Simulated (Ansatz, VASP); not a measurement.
## HfC: VASP beside Ansatz

The input INCAR:

```
SYSTEM = HfC
PREC = Accurate ; ENCUT = 520
EDIFF = 1E-7 ; ISMEAR = -1
SIGMA = 0.08 ; LREAL = .FALSE.
LASPH = .TRUE. ; NELM = 80
ALGO = Normal ; ISIF = 2
LWAVE = .FALSE. ; LCHARG = .FALSE.
GGA = PE ; NBANDS = 14
```

KPOINTS

```
regular mesh
0
G
  11 11 11
  0 0 0
```

File POSCAR:

```
HfC
1.0
    0.0000000000      2.5469925823      2.5469925823
    2.5469925823      0.0000000000      2.5469925823
    2.5469925823      2.5469925823      0.0000000000
Hf C
1 1
Direct
    0.0000000000      0.0000000000      0.0000000000
    0.2500000000      0.2500000000      0.2500000000
```

Input for Ansatz:

```yaml
crystal:
  lattice:
    - [0.0, 2.5469925823, 2.5469925823]
    - [2.5469925823, 0.0, 2.5469925823]
    - [2.5469925823, 2.5469925823, 0.0]
  atoms:
    - { symbol: Hf, position: [0.0, 0.0, 0.0] }
    - { symbol: C, position: [0.25, 0.25, 0.25] }
kpoints:
  mp_grid: { grid: [11, 11, 11] }
scf:
  occupations: { method: fermi_dirac, width: 0.08 }
hamiltonian:
  xc: pbe
  pseudopotentials: { kind: all_electron, lapw: { basis_error: 0.001 } }
output:
  forces: true
  stress: true
  eigenvalues: true
```

Change from the starting cell: volume scaled by 1.03.

Alike in both runs: task single point; functional PBE; k mesh 11 × 11 × 11; occupations fermi-dirac, width 0.08 eV; no spin polarisation.

```csv
,VASP,Ansatz
version,VASP 6.6.1,Ansatz 0.2.0
potentials or method,"VASP PAW PBE potentials, release 64 (Hf_pv, C)","all-electron LAPW, scalar-relativistic"
plane-wave cutoff (eV),520,see its input
```

VASP gave:

| Item | Value |
| --- | --- |
| pressure (GPa) | -4.8 |

What did Ansatz give for the same quantities?

Pressure (GPa): -4.3.

Ansatz ran all-electron here, so the differences hold the error of VASP's frozen core and of both bases.

Caveats: spin-orbit coupling is left out, which moves the levels of the heavy elements; an odd mesh through Γ misses points on the zone boundary, where band edges often lie.
